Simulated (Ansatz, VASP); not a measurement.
Cd: VASP beside Ansatz

Contents of INCAR:

```
ALGO = Fast
EDIFF = 1E-6
ENCUT = 520
GGA = PS
ISIF = 2
ISMEAR = 0
LASPH = True
LCHARG = False
LREAL = False
LWAVE = False
NBANDS = 12
NELM = 100
PREC = Accurate
SIGMA = 0.15
```

KPOINTS

```
k-points
0
Gamma
  18 18 18
```

Contents of POSCAR:

```
Cd
1.0
    1.6080291515      0.9283960635      2.4492874100
   -1.6080291515      0.9283960635      2.4492874100
    0.0000000000     -1.8567921270      2.4492874100
Cd
1
Direct
    0.0000000000      0.0000000000      0.0000000000
```

Input for Ansatz:

```yaml
crystal:
  lattice:
    - [1.6080291515, 0.9283960635, 2.44928741]
    - [-1.6080291515, 0.9283960635, 2.44928741]
    - [0.0, -1.856792127, 2.44928741]
  atoms:
    - { symbol: Cd, position: [0.0, 0.0, 0.0] }
basis:
  ecutwfc: 420
kpoints:
  mp_grid: { grid: [18, 18, 18] }
hamiltonian:
  xc: pbesol
scf:
  occupations: { method: gaussian, width: 0.15 }
output:
  forces: true
  stress: true
  eigenvalues: true
```

This isn't the form of Cd at room conditions, which is hcp.

Alike in both runs: task single point; functional PBEsol; k mesh 18 × 18 × 18; occupations gaussian, width 0.15 eV; no spin polarisation.

|  | VASP | Ansatz |
| --- | --- | --- |
| version | VASP 6.6.1 | Ansatz 0.2.0 |
| potentials or method | VASP PAW PBE potentials, release 64 (Cd) | scalar-relativistic, plane waves, PAW |
| plane-wave cutoff (eV) | 520 | 420 |
| valence electrons in the cell | 12 | 20 |

|  | VASP | Ansatz | Ansatz less VASP |
| --- | --- | --- | --- |
| gap on the k mesh at the Fermi level (eV) | none | none | - |
| pressure (GPa) | -1.9 | -2.3 | -0.32 |
| largest component of the traceless stress (GPa) | 0.21 | 0.26 | +0.056 |

A gap of «none» marks a metal or a gap that the smearing closes. The two sets of potentials don't hold the same shells in valence.

Caveats: the PAW data sets were made with another functional, which shifts forces and pressure a little (VASP).
